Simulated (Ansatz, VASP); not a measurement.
Given: the input of a run of VASP 6.6.1 on NaI. 

File INCAR:

```
SYSTEM = NaI
  ALGO = Normal
  EDIFF = 1E-7
  ENCUT = 520
  GGA = PE
  ISIF = 2
  ISMEAR = -1
  LASPH = .TRUE.
  LCHARG = .TRUE.
  LELF = .TRUE.
  LREAL = .FALSE.
  LVHAR = .TRUE.
  LWAVE = .FALSE.
  NBANDS = 14
  NELM = 100
  PREC = Accurate
  SIGMA = 0.05
```

KPOINTS

```
k-points
0
G
  7 7 7
  0 0 0
```

File POSCAR:

```
NaI
1.0
    0.0000000000      3.2364000000      3.2364000000
    3.2364000000      0.0000000000      3.2364000000
    3.2364000000      3.2364000000      0.0000000000
I Na
1 1
Direct
    0.5000000000      0.5000000000      0.5000000000
    0.0000000000      0.0000000000      0.0000000000
```

Potentials or basis: VASP PAW PBE potentials, release 64 (I, Na_pv).

The run is started by

```sh
$ cat potpaw_PBE.64/I/POTCAR potpaw_PBE.64/Na_pv/POTCAR > POTCAR
$ mpirun -np 1 vasp_std > vasp.out
```

What does the same run look like in Ansatz 0.2.0? Potentials or basis there: Ansatz PAW, cutoff 420 eV.

As run (cutoffs and basis follow the program's own potentials, and thresholds, step limits or extra output files can differ):

Contents of input.yaml:

```yaml
crystal:
  lattice:
    - [0.0, 3.2364, 3.2364]
    - [3.2364, 0.0, 3.2364]
    - [3.2364, 3.2364, 0.0]
  atoms:
    - { symbol: I, position: [0.5, 0.5, 0.5] }
    - { symbol: Na, position: [0.0, 0.0, 0.0] }
hamiltonian:
  xc: pbe
  pseudopotentials: { kind: paw }
kpoints:
  mp_grid: { grid: [7, 7, 7] }
scf:
  occupations: { method: fermi_dirac, width: 0.05 }
output:
  forces: true
  stress: true
  eigenvalues: true
```

Potentials or basis: Ansatz PAW.

Run with:

```console
$ ansatz run input.yaml --threads 1 --pin off --max-ram 3584MiB --backend cpu --events-out ev --progress --plain --runs-dir out
```

Both were run:

|  | VASP | Ansatz |
| --- | --- | --- |
| Pressure | 0.4 GPa | 0.4 GPa |

Ansatz's pressure holds a Pulay term of +0.01 GPa for its cutoff of 420 eV, which the other run lacks.

The potentials hold 14 and 26 valence electrons a cell.

Where Ansatz's input types no cutoff or centring, it takes its own default and a Γ-centred mesh.

Pressure is positive in compression.
